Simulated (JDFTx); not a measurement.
## C in JDFTx: convergence with k mesh

C, a slab with vacuum:

```
CELL_PARAMETERS angstrom
2.45617 0.00000 0.00000
-1.22809 2.12711 0.00000
0.00000 0.00000 8.52380
ATOMIC_POSITIONS crystal
C 0.66667 0.33333 0.00000
C 0.33333 0.66667 0.00000
```

- Program: JDFTx 1.7.0 (patched build)
- Task: convergence study
- Functional: PBEsol
- Potentials or basis: PseudoDojo-SR-PBEsol-0.4.1-standard with smoothed tails
- Cutoff: 1116 eV
- Density cutoff: 8925 eV
- k mesh: 2 × 2 × 1
- Occupations: fermi-dirac, width 0.05 eV
- Spin: no spin polarisation

These are the settings of the first run; the series varies k mesh, with any setting tied to it.

Hardware: 1 thread of Arm Neoverse V2, on a shared host.

```csv
k mesh,"energy less the tightest run, at zero smearing (meV/atom)",gap on the mesh (eV),SCF cycles,CPU time (s),peak memory (GiB)
2 × 2 × 1,1075.59,4.058,14,6.2,0.1
4 × 4 × 1,-15.70,4.062,15,8.9,0.11
5 × 5 × 1,13.20,2.827,14,9.7,0.11
6 × 6 × 2,27.32,0.000,15,22,0.12
8 × 8 × 2,0.60,1.993,15,34,0.12
10 × 10 × 2,-2.02,2.065,15,41,0.12
12 × 12 × 3,3.48,0.000,15,63,0.13
14 × 14 × 4,0.00,1.230,15,100,0.16
```

Not settled before the last step: the energy (to 1 meV/atom), the gap on the mesh (to 0.01 eV). Meshes of other sizes hit other points, so gaps and Fermi surfaces needn't settle smoothly. The tightest run that finished is the yardstick and may itself not be fully converged.
